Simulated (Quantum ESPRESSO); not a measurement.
# PbSe (Clausthalite) (Fm-3m) in Quantum ESPRESSO: single point with PBE

Aim: the single point of PbSe (Clausthalite) with PBE.

Everything below comes from runs of Quantum ESPRESSO 7.5. Logs are shortened: lines on timing, memory, paths and dates and some standing lists are left out, and cuts for length are marked.

**Experimental background.**

From a printed reference work, monograph, for a bulk crystal of PbSe at 300 K: band gap 0.28 eV (direct).

How close the calculation comes is told below.

**1. The structure**

Symmetry: Fm-3m, No. 225, cubic system. The conventional cell has a = 6.121 Å, b = 6.121 Å, c = 6.121 Å, α = 90.00°, β = 90.00°, γ = 90.00°. Pb (site symmetry m-3m) is surrounded by 6 Se at 3.06 Å. Se (site symmetry m-3m) is surrounded by 6 Pb at 3.06 Å.

**2. Single point, PBE**

Contents of run.py:

```python
import numpy as np
from ase.calculators.espresso import Espresso, EspressoProfile
from ase import Atoms

atoms = Atoms(['Pb', 'Se'],
              cell=[[0.0, 3.06065, 3.06065], [3.06065, 0.0, 3.06065], [3.06065, 3.06065, 0.0]],
              scaled_positions=[[0.0, 0.0, 0.0], [0.5, 0.5, 0.5]],
              pbc=True)

input_data = {
    'control': {'calculation': 'scf', 'prefix': 'pwscf', 'outdir': './tmp', 'tprnfor': True, 'tstress': True, 'disk_io': 'nowf'},
    'system': {'ecutwfc': 55.0, 'ecutrho': 440.0, 'nbnd': 16, 'occupations': 'smearing', 'smearing': 'fd', 'degauss': 0.00367493},
    'electrons': {'conv_thr': 4e-10, 'electron_maxstep': 120, 'mixing_beta': 0.5},
}
pseudopotentials = {'Se': 'Se_pbe_v1.uspp.F.UPF', 'Pb': 'Pb.pbe-dn-kjpaw_psl.0.2.2.UPF'}
profile = EspressoProfile(command='pw.x', pseudo_dir='pseudo')
dft = Espresso(profile=profile, input_data=input_data, pseudopotentials=pseudopotentials, kpts=(8, 8, 8), koffset=(0, 0, 0))
atoms.calc = dft

print(f'energy {atoms.get_potential_energy():.8f} eV')
print('forces (eV/A)')
print(np.round(atoms.get_forces(), 6))
print('stress (eV/A^3, Voigt)')
print(np.round(atoms.get_stress(), 8))
print(f'Fermi level {dft.get_fermi_level():.4f} eV')
```

Potentials or basis: SSSP 1.3 efficiency PBE.

The run is started by

```bash
$ OMP_NUM_THREADS=1 python run.py
```

The program printed:

```text
energy -12438.86333132 eV
forces (eV/A)
[[ 0. -0. -0.]
 [-0.  0.  0.]]
stress (eV/A^3, Voigt)
[-0.01467308 -0.01467308 -0.01467308 -0.         -0.          0.        ]
Fermi level 8.3276 eV
```

espresso.pwi:

```text
&CONTROL
   calculation      = 'scf'
   tstress          = .true.
   tprnfor          = .true.
   outdir           = './tmp'
   prefix           = 'pwscf'
   disk_io          = 'nowf'
   pseudo_dir       = 'pseudo'
/
&SYSTEM
   nbnd             = 16
   ecutwfc          = 55.0
   ecutrho          = 440.0
   occupations      = 'smearing'
   degauss          = 0.00367493
   smearing         = 'fd'
   ntyp             = 2
   nat              = 2
   ibrav            = 0
/
&ELECTRONS
   electron_maxstep = 120
   conv_thr         = 4e-10
   mixing_beta      = 0.5
/
&IONS
/
&CELL
/
&FCP
/
&RISM
/
ATOMIC_SPECIES
Pb 207.2 Pb.pbe-dn-kjpaw_psl.0.2.2.UPF
Se 78.971 Se_pbe_v1.uspp.F.UPF

K_POINTS automatic
8 8 8  0 0 0

CELL_PARAMETERS angstrom
0.00000000000000 3.06065000000000 3.06065000000000
3.06065000000000 0.00000000000000 3.06065000000000
3.06065000000000 3.06065000000000 0.00000000000000

ATOMIC_POSITIONS angstrom
Pb 0.0000000000 0.0000000000 0.0000000000  
Se 3.0606500000 3.0606500000 3.0606500000
```

espresso.pwo:

```text
This program is part of the open-source Quantum ESPRESSO suite
     for quantum simulation of materials; please cite
         "P. Giannozzi et al., J. Phys.:Condens. Matter 21 395502 (2009);
         "P. Giannozzi et al., J. Phys.:Condens. Matter 29 465901 (2017);
         "P. Giannozzi et al., J. Chem. Phys. 152 154105 (2020);
     in publications or presentations arising from this work. More details at

Warning: card &CELL ignored
Warning: card &FCP ignored
Warning: card &RISM ignored

     file Pb.pbe-dn-kjpaw_psl.0.2.2.UPF: wavefunction(s)  6S renormalized
     Message from routine setup:
     using ibrav=0 with symmetry is DISCOURAGED, use correct ibrav instead

     G-vector sticks info
     --------------------
     sticks:   dense  smooth     PW     G-vecs:    dense   smooth      PW
     Sum        2053    1027    301                60375    21331    3479

     Using Slab Decomposition

     bravais-lattice index     =            0
     lattice parameter (alat)  =       8.1795  a.u.
     unit-cell volume          =     386.9614 (a.u.)^3
     number of atoms/cell      =            2
     number of atomic types    =            2
     number of electrons       =        20.00
     number of Kohn-Sham states=           16
     kinetic-energy cutoff     =      55.0000  Ry
     charge density cutoff     =     440.0000  Ry
     scf convergence threshold =      4.0E-10
     mixing beta               =       0.5000
     number of iterations used =            8  plain     mixing
     Exchange-correlation= SLA  PW   PBE  PBE
                           (   1   4   3   4   0   0   0)

     celldm(1)=   8.179515  celldm(2)=   0.000000  celldm(3)=   0.000000
     celldm(4)=   0.000000  celldm(5)=   0.000000  celldm(6)=   0.000000

     crystal axes: (cart. coord. in units of alat)
               a(1) = (   0.000000   0.707107   0.707107 )
               a(2) = (   0.707107   0.000000   0.707107 )
               a(3) = (   0.707107   0.707107   0.000000 )

     reciprocal axes: (cart. coord. in units 2 pi/alat)
               b(1) = ( -0.707107  0.707107  0.707107 )
               b(2) = (  0.707107 -0.707107  0.707107 )
               b(3) = (  0.707107  0.707107 -0.707107 )

[... 72 lines left out ...]
     Dense  grid:    60375 G-vectors     FFT dimensions: (  60,  60,  60)

     Smooth grid:    21331 G-vectors     FFT dimensions: (  40,  40,  40)

     Initial potential from superposition of free atoms

     starting charge      19.9976, renormalised to      20.0000
     Starting wfcs are   13 randomized atomic wfcs +    3 random wfcs

     Self-consistent Calculation

     iteration #  1     ecut=    55.00 Ry     beta= 0.50
     Davidson diagonalization with overlap
     ethr =  1.00E-02,  avg # of iterations =  5.5

     Threshold (ethr) on eigenvalues was too large:
     Diagonalizing with lowered threshold

     Davidson diagonalization with overlap
     ethr =  4.11E-04,  avg # of iterations =  3.9

     total energy              =    -914.21288177 Ry
     estimated scf accuracy    <       0.08020159 Ry
[... 57 lines left out ...]
     iteration # 10     ecut=    55.00 Ry     beta= 0.50
     Davidson diagonalization with overlap
     ethr =  2.45E-12,  avg # of iterations =  3.1

     End of self-consistent calculation

          k = 0.0000 0.0000 0.0000 (  2685 PWs)   bands (ev):

    -8.6626  -8.6626  -8.6626  -8.6579  -8.6579  -5.4148   1.8695   6.3127
     6.3127   6.3127  12.8912  12.8912  12.8912  14.7066  14.7066  14.7066
[... 93 lines left out ...]
    -8.7521  -8.6646  -8.6536  -8.6303  -8.6239  -3.9891   0.1336   3.6031
     5.4565   5.7844  11.5814  12.1912  13.6357  14.0138  18.3813  18.4984

          k =-0.7071 0.0000 0.0000 (  2698 PWs)   bands (ev):

    -8.7851  -8.6807  -8.6389  -8.6180  -8.6180  -3.9789   0.7890   3.1960
     4.9502   4.9502  11.8794  13.7934  13.7934  14.2379  19.5180  19.8306

          k = 0.3536 0.1768 0.0000 (  2673 PWs)   bands (ev):
[... 26 lines left out ...]
    -8.7300  -8.6643  -8.6497  -8.6460  -8.6253  -4.0779  -0.0617   4.1464
     4.9513   7.3328   9.8542  12.2060  13.0064  15.9267  16.0092  18.8798

          k =-0.7071 0.1768-0.0000 (  2658 PWs)   bands (ev):

    -8.7686  -8.6719  -8.6470  -8.6276  -8.6179  -3.9644   0.4398   3.4006
     4.6185   5.9451  12.0063  12.3088  13.9116  14.3157  18.3390  19.7956

          k =-0.7071 0.3536 0.0000 (  2656 PWs)   bands (ev):

    -8.7491  -8.6581  -8.6502  -8.6502  -8.6179  -3.9491   0.1561   3.9508
     3.9508   7.3895  10.0670  13.1498  13.1498  15.9176  15.9176  20.0405

     the Fermi energy is     8.3276 ev

!    total energy              =    -914.23967210 Ry
     estimated scf accuracy    <          5.9E-12 Ry
     smearing contrib. (-TS)   =      -0.00002247 Ry
     internal energy E=F+TS    =    -914.23964963 Ry

     The total energy is F=E-TS. E is the sum of the following terms:
     one-electron contribution =     -36.83441710 Ry
     hartree contribution      =      32.88097591 Ry
     xc contribution           =     -74.06470108 Ry
     ewald contribution        =    -107.78080368 Ry
     one-center paw contrib.   =    -728.44070367 Ry

     convergence has been achieved in  10 iterations

     Forces acting on atoms (cartesian axes, Ry/au):

     atom    1 type  1   force =     0.00000000   -0.00000000   -0.00000000
     atom    2 type  2   force =    -0.00000000    0.00000000    0.00000000

     Total force =     0.000000     Total SCF correction =     0.000000

     Computing stress (Cartesian axis) and pressure

          total   stress  (Ry/bohr**3)                   (kbar)     P=       23.51
   0.00015981  -0.00000000   0.00000000           23.51       -0.00        0.00
  -0.00000000   0.00015981   0.00000000           -0.00       23.51        0.00
   0.00000000   0.00000000   0.00015981            0.00        0.00       23.51

=------------------------------------------------------------------------------=
   JOB DONE.
=------------------------------------------------------------------------------=
```

It took 35 s on 1 thread of Arm Neoverse V2, shared host; peak memory 0.26 GiB.

What came out:

| Property | Result |
| --- | --- |
| Free energy | -12438.8644 eV |
| Pressure | 2.4 GPa |
| Band gap on the k mesh | 0.30 eV, direct |

Caveat: spin-orbit coupling is left out, which as a rule narrows the gap of such compounds by several tenths of an eV.

**3. How close it comes**

Step 2. Against the measured gap of PbSe, 0.28 eV (direct; 300 K; a printed reference work, monograph), the calculated 0.30 eV is off by +0.02 eV. 2 values of this kind are on record (0.15 to 0.28 eV); this one was drawn at random. Spin-orbit coupling on Pb, Se is left out. The value is that of PBE on a finite k mesh, which can miss the band edges, without temperature or zero-point motion.
